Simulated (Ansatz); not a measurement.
KMgF$_{3}$ (Pm-3m), a vibration from a frozen displacement

Method: DFT LDA, scalar-relativistic, plane waves, PAW in Ansatz. Cutoff 420 eV, Γ-centred 6×6×6 k-points, Gaussian smearing of 0.05 eV. No spin polarisation. Energies are free energies at this smearing, counted from the undisturbed cell; pressure is positive in compression.

Zero of the scan (as given, not relaxed at this level; it stands at -4.5 GPa, and it needn't be the usual structure):

```
CELL_PARAMETERS angstrom
3.98590 0.00000 0.00000
0.00000 3.98590 0.00000
0.00000 0.00000 3.98590
ATOMIC_POSITIONS crystal
K 0.50000 0.50000 0.50000
Mg 0.00000 0.00000 0.00000
F 0.50000 0.00000 0.00000
F 0.00000 0.50000 0.00000
F 0.00000 0.00000 0.50000
```

Every F atom is moved by x along the Cartesian unit vector (0.000, -0.707, -0.707); the cell and all other atoms stay fixed. The cell's volume is 63.33 Å³; the moved atoms weigh 56.995 u together and the others 63.403 u. Some rows repeat others by symmetry and weren't run.

| x (Å) | ΔE (meV/cell) | total force on the moved atoms along the move (eV/Å) | pressure (GPa) |
| --- | --- | --- | --- |
| -0.5000 | 1247.41 | 5.8557 | 7.4298 |
| -0.4375 | 915.21 | 4.7938 | 4.5599 |
| -0.3750 | 645.83 | 3.8454 | 2.1094 |
| -0.3125 | 432.24 | 3.0070 | 0.0652 |
| -0.2500 | 267.85 | 2.2694 | -1.5855 |
| -0.1875 | 146.72 | 1.6197 | -2.8546 |
| -0.1250 | 63.93 | 1.0394 | -3.7524 |
| -0.0625 | 15.78 | 0.5071 | -4.2873 |
| 0.0000 | 0.00 | 0.0000 | -4.4651 |
| 0.0625 | 15.78 | -0.5071 | -4.2873 |
| 0.1250 | 63.93 | -1.0394 | -3.7524 |
| 0.1875 | 146.72 | -1.6197 | -2.8546 |
| 0.2500 | 267.85 | -2.2694 | -1.5855 |
| 0.3125 | 432.24 | -3.0070 | 0.0652 |
| 0.3750 | 645.83 | -3.8454 | 2.1094 |
| 0.4375 | 915.21 | -4.7938 | 4.5599 |
| 0.5000 | 1247.41 | -5.8557 | 7.4298 |

Task: What frequency belongs to this motion?

Result: The force constant is k = −dF/dx = 8.114 eV/Å², from the parabola through x = -0.0625, 0 and 0.0625. In every cell the moved atoms swing against the rest, so the mass is μ = m₁m₂/(m₁ + m₂) = 30.014 u, and ν̃ = 521.5 cm⁻¹ × √(|k|/μ) = 271 cm⁻¹, at this cell's pressure of -4.5 GPa. The pattern needn't be a normal mode: ν̃² is then a weighted mean of the squared nonzero frequencies at the zone centre of this cell, taken without macroscopic field, so it lies between the lowest and the highest of them.

Task: How far does the harmonic law reach?

Result: At x = -0.500 Å, kx²/2 = 1014.27 meV against the computed 1247.41 meV (+23.0 %): the well stiffens in this direction at large amplitude.

Task: The pressure changes with x². What does that say about the frequency under compression?

Result: With E = k(V)x²/2, k ∝ V^(−2γ) and x scaling with the cell as V^(1/3), P − P0 = −∂E/∂V = (2γ − 2/3) ΔE/V. At x = 0.1250 Å, V(P − P0) = 63.33 × 0.71278 / 160.2 eV = 281.72 meV and ΔE = 63.93 meV, so γ = 1/3 + V(P − P0)/(2ΔE) = 2.54. This is the Grüneisen parameter of the motion under uniform scaling of the cell: shrinking the cell evenly by 1 % in volume raises the frequency by about 2.54 %.